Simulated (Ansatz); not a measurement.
**Sc: strain energy, fitted**

Sc, Fm-3m, a = 4.620 Å. This isn't the element's structure at ambient conditions. Ansatz: PBE, PAW, 420 eV, Γ-centred 14×14×10 mesh on 2 atoms, Gaussian smearing 0.10 eV; no spin polarisation. Series: equal strain along all axes, cell held, atoms fixed by symmetry; x is the strain in per cent. y is the free energy over the unstrained cell, V0 = 24.649 Å³/atom.

```tsv
x (%)	y (meV/atom)
-3.0	?
-2.0	14.82
-1.0	3.63
0.0	0.00
1.0	3.47
2.0	13.57
3.0	29.89
```

Question: Fit y = c2 x² + c3 x³ to the other rows, turn c2 into a modulus, and predict the missing energy.

Answer: Least squares on the rows shown. y = 3.5506 x² − 0.076751 x³. In eV per unit strain² c2 is 35.51; the stiffness is B for this strain (E = 9/2 B V0 ε², shape held): 2 × 35.51 × 160.2 / (9 × 24.649) = 51 GPa. At x = -3.0 the fit asked for gives 34.03 meV/atom. The run gave 34.09 meV/atom, so the fit is 0.06 meV/atom too low, a small miss on the scale of the series.